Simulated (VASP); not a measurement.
Set up this calculation in VASP 6.6.1, as the native input.

- Task: single point
- Functional: PBEsol
- Potentials or basis: VASP PAW PBE potentials, release 64 (Na_pv, H)
- Cutoff: 700 eV
- k mesh: 8 × 8 × 8
- Occupations: gaussian, width 0.02 eV
- Spin: no spin polarisation
- Further INCAR settings: ALGO = Fast; EDIFF = 1e-06

The structure of NaH lies in POSCAR:

```
NaH
1.0
    0.0000000000      2.3939900000      2.3939900000
    2.3939900000      0.0000000000      2.3939900000
    2.3939900000      2.3939900000      0.0000000000
Na H
1 1
Direct
    0.0000000000      0.0000000000      1.0000000000
    0.5000000000      0.5000000000      0.5000000000
```

The cell is a database's computed one.

These files were run (other wordings do the same):

INCAR

```
  PREC = Accurate
  ENCUT = 700
  EDIFF = 1E-6
  ISMEAR = 0
  SIGMA = 0.02
  LREAL = False
  LASPH = True
  NELM = 80
  ALGO = Fast
  ISIF = 2
  LWAVE = False
  LCHARG = False
  GGA = PS
```

KPOINTS

```
regular mesh
0
Gamma
  8 8 8
```

Potentials or basis: VASP PAW PBE potentials, release 64 (Na_pv, H).

Command:

```sh
$ cat potpaw_PBE.64/Na_pv/POTCAR potpaw_PBE.64/H/POTCAR > POTCAR
$ mpirun -np 1 vasp_std > vasp.out
```

Results of the run:

```yaml
Pressure: 0.1 GPa
Band_gap_on_the_k_mesh: 3.61 eV, indirect (least direct gap 4.52 eV)
```

Caveat: the PAW data sets were made with another functional, which shifts forces and pressure a little.

Run time: 12 s on 1 thread of Intel(R) Xeon(R) Platinum 8488C (Sapphire Rapids), on a shared host, peak memory 0.15 GiB.
